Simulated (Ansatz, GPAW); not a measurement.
# Ballistic transport through a C6 chain between two Ru chains, from relaxation to T(E), part 3 of 4

Aim: the conductance of a C6 chain between two Ru chains after relaxation, and whether geometry, basis or functional moves it most.

GPAW 26.7.0 and Ansatz 0.2.0; Ansatz plane waves; relaxation of the junction with the lead ends held; PAW set soft_1 (the session's first sound run).

So far, transmission at the Fermi level (one spin): step 3 (plane waves, PBE) 1.50.

## Step 4: GPAW, dzp

Localised orbitals split the wire into layers that couple to their neighbours alone, which is what the Green's function method needs; double zeta with polarisation is the usual level for numbers.

This step: GPAW LCAO, PAW setups; Landauer transmission from Green's functions with principal layers (ASE), zero bias (GPAW 26.7.0).

Input file run.py:

```python
import json
import numpy as np
from ase import Atoms
from ase.transport.calculators import TransportCalculator
from gpaw import GPAW, FermiDirac
from gpaw.lcao.tools import get_lcao_hamiltonian
from scipy.linalg import eigh

# The junction with lead layers at both ends, along the third cell vector
device = Atoms(
    ['Ru', 'Ru', 'Ru', 'Ru', 'Ru', 'Ru', 'Ru', 'Ru', 'C', 'C', 'C', 'C', 'C', 'C', 'Ru', 'Ru', 'Ru', 'Ru', 'Ru', 'Ru', 'Ru', 'Ru'],
    positions=[
        [4.50000, 4.50000, 1.12500],
        [4.50000, 4.50000, 3.37500],
        [4.50000, 4.50000, 5.62500],
        [4.50000, 4.50000, 7.87500],
        [4.50000, 4.50000, 10.12500],
        [4.50000, 4.50000, 12.37500],
        [4.57233, 3.73231, 14.54538],
        [4.50415, 4.62119, 16.52945],
        [4.54901, 4.23727, 18.52233],
        [4.55921, 4.18208, 19.80819],
        [4.56548, 4.17253, 21.15399],
        [4.56813, 4.17356, 22.43070],
        [4.57094, 4.18638, 23.77660],
        [4.55914, 4.24002, 25.06246],
        [4.43952, 4.60611, 27.05750],
        [4.75796, 3.77241, 29.04115],
        [4.50000, 4.50000, 31.21200],
        [4.50000, 4.50000, 33.46200],
        [4.50000, 4.50000, 35.71200],
        [4.50000, 4.50000, 37.96200],
        [4.50000, 4.50000, 40.21200],
        [4.50000, 4.50000, 42.46200]],
    cell=[[9.0, 0.0, 0.0], [0.0, 9.0, 0.0], [0.0, 0.0, 43.587]],
    pbc=True)

# One principal layer of the lead: the first 5 atoms of the device
lead = Atoms(
    ['Ru', 'Ru', 'Ru', 'Ru', 'Ru'],
    positions=[
        [4.50000, 4.50000, 1.12500],
        [4.50000, 4.50000, 3.37500],
        [4.50000, 4.50000, 5.62500],
        [4.50000, 4.50000, 7.87500],
        [4.50000, 4.50000, 10.12500]],
    cell=[[9.0, 0.0, 0.0], [0.0, 9.0, 0.0], [0.0, 0.0, 11.25]],
    pbc=True)

settings = dict(mode='lcao', basis='dzp', xc='PBE', h=0.2,
                occupations=FermiDirac(0.1), maxiter=250,
                mixer=dict(beta=0.1, nmaxold=8, weight=100.0),
                convergence=dict(density=0.0001))
energies = np.arange(-2, 2 + 1e-9, 0.025)
eta = 0.0001
n1, n2 = 1, 1
# k and -k transmit alike, so half of the mesh across the current serves
mesh = [(i, j) for i in range(n1) for j in range(n2) if (i, j) <= (-i % n1, -j % n2)]
weights = np.array([1 if (i, j) == (-i % n1, -j % n2) else 2 for i, j in mesh]) / (n1 * n2)

# [... helper functions left out ...]
fermi_lead = ground_state(lead, (1, 1, 10), 'lead.txt')
fermi_device = ground_state(device, (1, 1, 2), 'device.txt')
# [... loop over the mesh left out, but for ...]
        # Shift the lead onto the potential of the device's first layer
        shift = ((H[:, 0, 0] - H0[:, 0, 0]) / S0[0, 0]).real.mean()
# [...]
kT = 8.617333e-5 * 300
bias = [0.1, 0.2, 0.5, 1.0, 1.5, 2.0]
# [... integrals and printing left out ...]
```

On the command line:

```sh
> OMP_NUM_THREADS=1 OPENBLAS_NUM_THREADS=1 python run.py
```

Numbers of over 12 decimals in the logs are rounded to 6 here.

Log:

```text
basis functions: device 542, principal layer 145
Fermi level: lead -3.4328 eV, device -3.6009 eV; lead shifted by 0.0024 eV
largest coupling past the next layer 2.00e-05 eV, largest misfit of the first layer 0.065 eV
  E-E_F (eV)   T (one spin)  [channel counts left out]
    -2.000    1.5688e-01
    -1.975    1.6260e-01
    -1.950    1.6943e-01
    -1.925    1.7744e-01
    -1.900    1.8674e-01
    -1.875    1.9745e-01
    -1.850    2.0974e-01
    -1.825    2.2376e-01
    -1.800    2.3972e-01
    -1.775    2.5787e-01
    -1.750    2.7848e-01
    -1.725    3.0193e-01
    -1.700    3.2863e-01
    -1.675    3.5914e-01
    -1.650    3.9418e-01
    -1.625    4.3474e-01
[...]
1.825    7.4024e-02
     1.850    7.3713e-02
     1.875    7.3489e-02
     1.900    7.3291e-02
     1.925    7.3036e-02
     1.950    7.2609e-02
     1.975    7.1853e-02
     2.000    7.0555e-02
conductance at 300 K: 1.5413 G0 a cell; thermopower 10.56 uV/K
current from the zero-bias T(E) at 0.1 V: 11.895 uA
current from the zero-bias T(E) at 0.2 V: 23.517 uA
current from the zero-bias T(E) at 0.5 V: 55.122 uA
current from the zero-bias T(E) at 1.0 V: 103.8 uA
current from the zero-bias T(E) at 1.5 V: 145.06 uA
current from the zero-bias T(E) at 2.0 V: 177.49 uA
```

Wall time 6.3 min (1 thread of Arm Neoverse V2, shared host); peak memory 1.6 GiB.

Numbers from this step:

| Quantity | Value |
| --- | --- |
| conductance | 1.541 G₀ |
| thermopower | 10.56 μV/K |
| largest coupling past the next principal layer | 2.00e-5 eV |
| largest misfit of the first principal layer | 0.06467 eV |
| shift that aligns the lead | 0.002388 eV |
| basis functions of the junction | 542 |
| basis functions of a principal layer | 145 |
| transmission at the Fermi level (one spin) | 1.559 |

One spin. Transmission, zone mean against energy, zero at the Fermi level:

energy (eV), transmission, zone mean and a bar:
```
   -2.000       0.16 ##
   -1.900       0.19 ##
   -1.800       0.24 ###
   -1.700       0.33 ####
   -1.600       0.48 #######
   -1.500       0.79 #############
   -1.400       1.48 #########################
   -1.300       1.66 ############################
   -1.200       1.72 #############################
   -1.150       1.77 ##############################
   -1.100       1.71 #############################
   -1.000       1.47 ########################
   -0.900       1.20 ####################
   -0.800       1.04 #################
   -0.700       0.96 ###############
   -0.600       0.93 ###############
   -0.500       0.98 ################
   -0.400       1.16 ###################
   -0.300       1.54 ##########################
   -0.200       1.79 ##############################
   -0.100       1.71 #############################
    0.000       1.56 ##########################
    0.100       1.26 #####################
    0.200       0.80 #############
    0.300       1.03 #################
    0.400       1.33 ######################
    0.500       1.50 #########################
    0.600       1.31 ######################
    0.700       0.92 ###############
    0.800       0.61 #########
    0.900       0.42 ######
    1.000       0.30 ####
    1.100       0.22 ###
    1.200       0.16 ##
    1.300       0.13 #
    1.400       0.11 #
    1.500       0.09 
    1.600       0.08 
    1.700       0.08 
    1.800       0.07 
    1.900       0.07 
    2.000       0.07
```

Not self-consistent under bias; the bias window is split evenly. Current through one cell, from the zero-bias transmission against bias:

```tsv
bias (V)	current through one cell, from the zero-bias transmission (μA)
0.100	11.9
0.200	23.5
0.500	55.1
1.000	104
1.500	145
2.000	177
```

Transmission of the three most open eigenchannels against energy, zero at the Fermi level:

```tsv
energy (eV)	channel 1	channel 2	channel 3
-2.000	0.118	0.0383	1.8e-4
-1.900	0.144	0.0423	1.9e-4
-1.800	0.187	0.0530	1.8e-4
-1.700	0.251	0.0774	1.6e-4
-1.600	0.344	0.138	1.2e-4
-1.500	0.471	0.321	8.5e-5
-1.400	0.851	0.633	4.6e-5
-1.300	0.857	0.807	1.4e-5
-1.200	0.970	0.748	1.0e-5
-1.100	0.944	0.763	1.3e-5
-1.000	0.806	0.662	1.3e-5
-0.900	0.810	0.388	1.1e-5
-0.800	0.799	0.237	8.4e-6
-0.700	0.781	0.175	6.4e-6
-0.600	0.768	0.165	4.8e-6
-0.500	0.772	0.208	3.6e-6
-0.400	0.792	0.364	2.9e-6
-0.300	0.809	0.736	2.8e-6
-0.200	0.991	0.802	3.6e-6
-0.100	0.982	0.729	5.8e-6
0.000	0.996	0.563	9.4e-6
0.100	0.890	0.365	1.2e-5
0.200	0.601	0.202	9.7e-6
0.300	0.859	0.173	2.6e-5
0.400	0.972	0.359	4.7e-5
0.500	0.924	0.578	3.9e-5
0.600	0.694	0.612	2.7e-5
0.700	0.519	0.402	1.9e-5
0.800	0.392	0.223	1.3e-5
0.900	0.284	0.135	9.2e-6
1.000	0.204	0.0913	6.7e-6
1.100	0.148	0.0681	4.9e-6
1.200	0.109	0.0552	3.6e-6
1.300	0.0816	0.0480	2.7e-6
1.400	0.0621	0.0444	1.9e-6
1.500	0.0483	0.0432	1.2e-6
1.600	0.0441	0.0387	5.6e-7
1.700	0.0467	0.0313	4.3e-8
1.800	0.0507	0.0238	1.3e-9
1.900	0.0546	0.0186	1.9e-12
2.000	0.0538	0.0167	6.6e-8
```

At the Fermi level T is 1.56 against 1.50 in plane waves. Couplings past the next layer reach 2.0e-5 eV, small enough to drop; the matrix elements of the cell's first layer differ from the bulk lead's by up to 0.065 eV. That layer keeps its own values in the calculation, and only beyond it is the lead taken as perfect. The Fermi levels of lead and junction count from different zeros of potential, one for each periodic cell; with both set to zero, the small remaining shift is what aligns them. By hand: G = 1.541 × 77.48 μS = 119 μS, a resistance of 8.37 kΩ; at 0.1 V a linear junction would pass 11.9 μA, and the integral over the bias window gives 11.9 μA. Mott's formula, S = -(π²/3)(k_B²T/e) d ln T/dE, has the prefactor 7.33 μV/K·eV at 300 K; T = 1.605 at -0.025 eV and 1.502 at 0.025 eV give a slope of -1.33 per eV and S = 9.74 μV/K, beside 10.6 μV/K from the thermal integral, which interpolates the same grid.

## Step 5: Single-zeta polarised basis

One radial function a shell plus polarisation makes the matrices smaller; the question is what that costs.

Changes to run.py since step 4:

```diff
@@ -49,3 +49,3 @@
 
-settings = dict(mode='lcao', basis='dzp', xc='PBE', h=0.2,
+settings = dict(mode='lcao', basis='szp(dzp)', xc='PBE', h=0.2,
                 occupations=FermiDirac(0.1), maxiter=250,
```

Log:

```text
basis functions: device 310, principal layer 80
Fermi level: lead -3.4678 eV, device -3.8963 eV; lead shifted by 0.0002 eV
largest coupling past the next layer 2.01e-05 eV, largest misfit of the first layer 0.069 eV
  E-E_F (eV)   T (one spin)  channels
    -2.000    1.4915e-01    3.0000
    -1.975    1.5636e-01    3.0000
    -1.950    1.6479e-01    3.0000
[...]
1.975    4.3521e-02    3.0000
     2.000    3.9685e-02    3.0000
conductance at 300 K: 1.4264 G0 a cell; thermopower 13.89 uV/K
current from the zero-bias T(E) at 0.1 V: 10.998 uA
current from the zero-bias T(E) at 0.2 V: 21.706 uA
current from the zero-bias T(E) at 0.5 V: 51.563 uA
current from the zero-bias T(E) at 1.0 V: 99.249 uA
current from the zero-bias T(E) at 1.5 V: 133.21 uA
current from the zero-bias T(E) at 2.0 V: 159.47 uA
```

Elapsed: 3.9 min, on 1 thread; peak memory 1.5 GiB.

Numbers from this step:

| Quantity | Value |
| --- | --- |
| conductance | 1.426 G₀ |
| thermopower | 13.89 μV/K |
| largest coupling past the next principal layer | 2.01e-5 eV |
| largest misfit of the first principal layer | 0.06930 eV |
| shift that aligns the lead | 2.24e-4 eV |
| basis functions of the junction | 310 |
| basis functions of a principal layer | 80 |
| transmission at the Fermi level (one spin) | 1.449 |

One spin. Transmission, zone mean against energy, zero at the Fermi level:

```tsv
energy (eV)	transmission, zone mean
-2.000	0.149
-1.900	0.186
-1.800	0.250
-1.700	0.358
-1.600	0.551
-1.500	0.956
-1.400	1.69
-1.375	1.77
-1.300	1.65
-1.200	1.61
-1.100	1.53
-1.000	1.24
-0.900	1.03
-0.800	0.908
-0.700	0.849
-0.600	0.851
-0.500	0.926
-0.400	1.16
-0.300	1.62
-0.225	1.75
-0.200	1.74
-0.100	1.63
0.000	1.45
0.100	1.09
0.200	0.710
0.300	1.06
0.400	1.28
0.450	1.34
0.500	1.29
0.600	0.959
0.700	0.634
0.800	0.416
0.900	0.282
1.000	0.200
1.100	0.148
1.200	0.114
1.300	0.0918
1.400	0.0767
1.500	0.0667
1.600	0.0609
1.700	0.0573
1.800	0.0536
1.900	0.0497
2.000	0.0397
```

The conductance, 1.43 G₀, lies 7.5 % below that of the dzp run.

## Step 6: GPAW, sz: basis = "sz(dzp)"

The minimal basis is the cheapest rung: no second zeta and no polarisation.

Changes to run.py since step 5:

```diff
@@ -49,3 +49,3 @@
 
-settings = dict(mode='lcao', basis='szp(dzp)', xc='PBE', h=0.2,
+settings = dict(mode='lcao', basis='sz(dzp)', xc='PBE', h=0.2,
                 occupations=FermiDirac(0.1), maxiter=250,
```

Log:

```text
basis functions: device 232, principal layer 65
Fermi level: lead -3.5085 eV, device -4.0004 eV; lead shifted by -0.0006 eV
largest coupling past the next layer 2.00e-05 eV, largest misfit of the first layer 0.069 eV
  E-E_F (eV)   T (one spin)  [channel counts left out]
    -2.000    1.5889e-01
    -1.975    1.7040e-01
    -1.950    1.8364e-01
[...]
1.975    2.3249e-02
     2.000    1.9207e-02
conductance at 300 K: 1.348 G0 a cell; thermopower 15.79 uV/K
current from the zero-bias T(E) at 0.1 V: 10.39 uA
current from the zero-bias T(E) at 0.2 V: 20.491 uA
current from the zero-bias T(E) at 0.5 V: 48.648 uA
current from the zero-bias T(E) at 1.0 V: 92.226 uA
current from the zero-bias T(E) at 1.5 V: 122.14 uA
current from the zero-bias T(E) at 2.0 V: 143.97 uA
```

The job ended after 2.8 min (1 thread; peak memory 1.4 GiB).

This step gave:

```
conductance                                    : 1.348 G₀
largest coupling past the next principal layer : 2.00e-5 eV
largest misfit of the first principal layer    : 0.06927 eV
shift that aligns the lead                     : -6.11e-4 eV
basis functions of the junction                : 232
basis functions of a principal layer           : 65
transmission at the Fermi level (one spin)     : 1.371
```

The conductance, 1.35 G₀, lies 13 % below that of the dzp run.

## Step 7: RPBE in the dzp basis: xc = "RPBE"

Back in the dzp basis, the functional changes from PBE to RPBE, to set the spread between functionals beside that between bases.

Changes to run.py since step 6:

```diff
@@ -49,3 +49,3 @@
 
-settings = dict(mode='lcao', basis='sz(dzp)', xc='PBE', h=0.2,
+settings = dict(mode='lcao', basis='dzp', xc='RPBE', h=0.2,
                 occupations=FermiDirac(0.1), maxiter=250,
```

Log:

```text
basis functions: device 542, principal layer 145
Fermi level: lead -3.3242 eV, device -3.4929 eV; lead shifted by 0.0004 eV
largest coupling past the next layer 2.01e-05 eV, largest misfit of the first layer 0.065 eV
  E-E_F (eV)   T (one spin)  [channel counts left out]
    -2.000    1.5661e-01
    -1.975    1.6241e-01
    -1.950    1.6929e-01
[...]
1.975    6.6797e-02
     2.000    6.4820e-02
conductance at 300 K: 1.5271 G0 a cell; thermopower 11.25 uV/K
current from the zero-bias T(E) at 0.1 V: 11.779 uA
current from the zero-bias T(E) at 0.2 V: 23.266 uA
current from the zero-bias T(E) at 0.5 V: 54.591 uA
current from the zero-bias T(E) at 1.0 V: 103.69 uA
current from the zero-bias T(E) at 1.5 V: 144.67 uA
current from the zero-bias T(E) at 2.0 V: 176.81 uA
```

It took 7.1 min on 1 thread; peak memory 1.6 GiB.

This step gave:

* conductance: 1.527 G₀
* largest coupling past the next principal layer: 2.01e-5 eV
* largest misfit of the first principal layer: 0.06456 eV
* shift that aligns the lead: 3.61e-4 eV
* basis functions of the junction: 542
* basis functions of a principal layer: 145
* transmission at the Fermi level (one spin): 1.547

One spin. Transmission, zone mean against energy, zero at the Fermi level:

```tsv
energy (eV)	transmission, zone mean
-2.000	0.157
-1.800	0.240
-1.600	0.479
-1.400	1.48
-1.350	1.72
-1.200	1.71
-1.150	1.77
-1.000	1.46
-0.800	1.03
-0.600	0.936
-0.400	1.18
-0.200	1.79
0.000	1.55
0.200	0.774
0.400	1.33
0.500	1.49
0.600	1.28
0.800	0.604
1.000	0.289
1.200	0.160
1.400	0.103
1.600	0.0796
1.800	0.0713
2.000	0.0648
```

The conductance, 1.53 G₀, lies 0.9 % below that of the dzp run.

## Step 8: Without the relaxation: geometry = "as built"

The dzp basis with PBE on the structure as first built shows what the relaxation was worth.

Changes to run.py since step 7:

```diff
@@ -18,12 +18,12 @@
         [4.50000, 4.50000, 12.37500],
-        [4.57233, 3.73231, 14.54538],
-        [4.50415, 4.62119, 16.52945],
-        [4.54901, 4.23727, 18.52233],
-        [4.55921, 4.18208, 19.80819],
-        [4.56548, 4.17253, 21.15399],
-        [4.56813, 4.17356, 22.43070],
-        [4.57094, 4.18638, 23.77660],
-        [4.55914, 4.24002, 25.06246],
-        [4.43952, 4.60611, 27.05750],
-        [4.75796, 3.77241, 29.04115],
+        [4.50000, 4.50000, 14.62500],
+        [4.50000, 4.50000, 16.87500],
+        [4.50000, 4.50000, 18.60850],
+        [4.50000, 4.50000, 19.83850],
+        [4.50000, 4.50000, 21.17850],
+        [4.50000, 4.50000, 22.40850],
+        [4.50000, 4.50000, 23.74850],
+        [4.50000, 4.50000, 24.97850],
+        [4.50000, 4.50000, 26.71200],
+        [4.50000, 4.50000, 28.96200],
         [4.50000, 4.50000, 31.21200],
@@ -49,3 +49,3 @@
 
-settings = dict(mode='lcao', basis='dzp', xc='RPBE', h=0.2,
+settings = dict(mode='lcao', basis='dzp', xc='PBE', h=0.2,
                 occupations=FermiDirac(0.1), maxiter=250,
```

Log:

```text
basis functions: device 542, principal layer 145
Fermi level: lead -3.4328 eV, device -3.6137 eV; lead shifted by -0.0028 eV
largest coupling past the next layer 2.00e-05 eV, largest misfit of the first layer 0.050 eV
  E-E_F (eV)   T (one spin)  [channel counts left out]
    -2.000    1.9572e+00
    -1.975    1.9536e+00
    -1.950    1.9497e+00
[...]
1.975    5.0321e-01
     2.000    4.5598e-01
conductance at 300 K: 1.8062 G0 a cell; thermopower 0.6844 uV/K
current from the zero-bias T(E) at 0.1 V: 13.992 uA
current from the zero-bias T(E) at 0.2 V: 27.969 uA
current from the zero-bias T(E) at 0.5 V: 69.655 uA
current from the zero-bias T(E) at 1.0 V: 137.65 uA
current from the zero-bias T(E) at 1.5 V: 203.36 uA
current from the zero-bias T(E) at 2.0 V: 266.86 uA
```

Elapsed: 5.6 min, on 1 thread; peak memory 1.6 GiB.

Numbers from this step:

| Item | Value |
| --- | --- |
| conductance | 1.806 G₀ |
| largest coupling past the next principal layer | 2.00e-5 eV |
| largest misfit of the first principal layer | 0.05025 eV |
| shift that aligns the lead | -0.002769 eV |
| transmission at the Fermi level (one spin) | 1.807 |

One spin. Transmission, zone mean against energy, zero at the Fermi level:

```tsv
energy (eV)	transmission, zone mean
-2.000	1.96
-1.800	1.92
-1.600	1.89
-1.400	1.89
-1.200	1.90
-1.000	1.89
-0.800	1.87
-0.600	1.85
-0.400	1.84
-0.200	1.83
0.000	1.81
0.200	1.76
0.400	1.67
0.600	1.55
0.800	1.44
1.000	1.33
1.200	1.20
1.400	1.05
1.600	0.890
1.800	0.723
2.000	0.456
```

The conductance, 1.81 G₀, lies 17 % above that of the dzp run.

## Step 9: Cost and result by level

Times are wall times on the hardware named with each run. The series side by side:

```tsv
no.	run	conductance (G₀)	time	memory (GiB)
1	pw PBE	1.484	4.2 min	5.6
2	dzp	1.541	6.3 min	1.6
3	szp	1.426	3.9 min	1.5
4	sz	1.348	2.8 min	1.4
5	dzp RPBE	1.527	7.1 min	1.6
6	asbuilt	1.806	5.6 min	1.6
```

## Step 10: Comparison

The curves are compared point by point over the common energies.

This step: comparison of transmission and cost over codes, levels and geometry; PAW set soft_1 (GPAW 26.7.0).

Ladder, by row:

```tsv
step	code	T at the Fermi level (sum over the listed spins)	conductance (G0)	r.m.s. T(E) from the first	wall time (s)	peak memory (GiB)	threads
pw-pbe	Ansatz	1.501	1.484	0	252.1	5.623	4
dzp	GPAW	1.559	1.541	0.09119	380.1	1.6	1
szp	GPAW	1.449	1.426	0.1697	231.7	1.51	1
sz	GPAW	1.371	1.348	0.2828	166.5	1.44	1
dzp-RPBE	GPAW	1.547	1.527	0.09102	428.2	1.6	1
asbuilt	GPAW	1.807	1.806	0.8467	333	1.6	1
```

Table of transmission, zone mean, sum over the listed spins by energy, zero at the Fermi level:

```tsv
energy (eV)	pw-pbe	dzp	szp	sz	dzp-RPBE	asbuilt
-2.000	0.168	0.157	0.149	0.159	0.157	1.96
-1.800	0.250	0.240	0.250	0.316	0.240	1.92
-1.600	0.487	0.482	0.551	0.847	0.479	1.89
-1.450	1.18	1.09	1.32	1.82	1.08	1.89
-1.400	1.59	1.48	1.69	1.73	1.48	1.89
-1.375	1.66	1.65	1.77	1.65	1.64	1.89
-1.200	1.78	1.72	1.61	1.38	1.71	1.90
-1.175	1.79	1.75	1.64	1.35	1.75	1.90
-1.150	1.79	1.77	1.63	1.29	1.77	1.90
-1.000	1.42	1.47	1.24	0.952	1.46	1.89
-0.800	1.02	1.04	0.908	0.738	1.03	1.87
-0.600	0.989	0.933	0.851	0.715	0.936	1.85
-0.400	1.35	1.16	1.16	1.02	1.18	1.84
-0.225	1.84	1.78	1.75	1.67	1.79	1.83
-0.200	1.83	1.79	1.74	1.67	1.79	1.83
0.000	1.50	1.56	1.45	1.37	1.55	1.81
0.200	0.652	0.803	0.710	0.631	0.774	1.76
0.400	1.25	1.33	1.28	1.19	1.33	1.67
0.550	1.50	1.45	1.14	1.05	1.43	1.58
0.600	1.44	1.31	0.959	0.886	1.28	1.55
0.800	0.785	0.615	0.416	0.392	0.604	1.44
1.000	0.370	0.295	0.200	0.190	0.289	1.33
1.200	0.200	0.164	0.114	0.108	0.160	1.20
1.400	0.127	0.106	0.0767	0.0700	0.103	1.05
1.600	0.0977	0.0828	0.0609	0.0520	0.0796	0.890
1.800	0.0917	0.0745	0.0536	0.0388	0.0713	0.723
2.000	0.101	0.0706	0.0397	0.0192	0.0648	0.456
```

[end of part 3 of 4]

[Logs are printed without paths, hosts, clocks, repeated set-up lines and the standing remarks that a program may print on its own settings, such as how far it seeks lower states.]

[Hosts, paths, dates, database ids (printed as entryN), source tags and the programs' standing remarks are cut or masked in the printed files.]
